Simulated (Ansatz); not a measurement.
Runs of Ansatz 0.2.0 on CdS (Hawleyite). Symmetry: F-43m, No. 216, cubic system. The conventional cell has a = 5.833 Å, b = 5.833 Å, c = 5.833 Å, α = 90.00°, β = 90.00°, γ = 90.00°. Cd (site symmetry -43m) is surrounded by 4 S at 2.53 Å. Around S (site symmetry -43m) lie 4 Cd at 2.53 Å. 

```tsv
task	level	potentials or basis	k mesh	cutoff (eV)	smearing	basis error allowed	gap on the mesh (eV)	pressure (GPa)
Born charges and dielectric tensor	LDA	all-electron PAW datasets made for the crystal	8 × 8 × 8	290	fixed	-	(a)	-
single point	HSE06	all-electron PAW datasets made for the crystal	6 × 6 × 6	290	fermi-dirac 0.05 eV	-	2.17	1.7
single point	PBE	all-electron PAW datasets made for the crystal	6 × 6 × 6	260	fermi-dirac 0.05 eV	-	1.14	2.9
single point	PBE	all-electron LAPW, scalar-relativistic	8 × 8 × 8	246	gaussian 0.011 eV	0.001 eV/atom	1.15	2.9
single point	PBE	all-electron LAPW, scalar-relativistic	5 × 5 × 5	208	fermi-dirac 0.06 eV	0.004 eV/atom	1.14	2.9
```

Alike in all rows: no spin polarisation; cell as given.

Question: Fill in the values left out.

Answer: (a) 0.86.

Caveats: the program warned that the printed levels may be off, so bands, gaps and densities of states are rough (some runs).

A k mesh can miss the band edges, and the runs leave out spin-orbit coupling on Cd.

The runs don't all hold the same shells in valence.
